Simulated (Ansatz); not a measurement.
Strain response of CoSn

Computed with DFT PBEsol, scalar-relativistic, plane waves, PAW in Ansatz. (420 eV cutoff, 12×12×8 k-mesh, Gaussian smearing of 0.10 eV, no spin polarisation)

Starting point, cell and atoms relaxed:

```yaml
crystal:
  lattice:
    - [5.21972, 0.00000, 0.00000]
    - [-2.60986, 4.52041, 0.00000]
    - [0.00000, 0.00000, 4.16847]
  atoms:
    - { symbol: Co, position: [0.00000, 0.50000, 0.00000] }
    - { symbol: Co, position: [0.50000, 0.50000, 0.00000] }
    - { symbol: Co, position: [0.50000, 0.00000, 0.00000] }
    - { symbol: Sn, position: [0.66667, 0.33333, 0.50000] }
    - { symbol: Sn, position: [0.33333, 0.66667, 0.50000] }
    - { symbol: Sn, position: [0.00000, 0.00000, 0.00000] }
```

Deformation: all cell vectors scaled alike, the atoms relaxed, all within the symmetry that the strain leaves. Energies are extrapolated to zero smearing. Stress is positive in compression, on the Cartesian axes of the cell above.

| strain (%) | ΔE (meV/atom) | a (Å) | b (Å) | c (Å) | σxx (GPa) | σyy (GPa) | σzz (GPa) |
| --- | --- | --- | --- | --- | --- | --- | --- |
| -6.0 | 305.3 | 4.907 | 4.907 | 3.918 | 42.15 | 42.15 | 42.00 |
| -4.0 | 125.2 | 5.011 | 5.011 | 4.002 | 23.94 | 23.94 | 23.87 |
| -2.0 | 28.8 | 5.115 | 5.115 | 4.085 | 10.22 | 10.22 | 10.18 |
| +0.0 | 0.0 | 5.220 | 5.220 | 4.168 | -0.01 | -0.01 | -0.02 |
| +2.0 | 25.1 | 5.324 | 5.324 | 4.252 | -7.52 | -7.52 | -7.52 |
| +4.0 | 92.9 | 5.428 | 5.428 | 4.335 | -12.92 | -12.92 | -12.92 |
| +6.0 | 194.1 | 5.533 | 5.533 | 4.419 | -16.67 | -16.67 | -16.67 |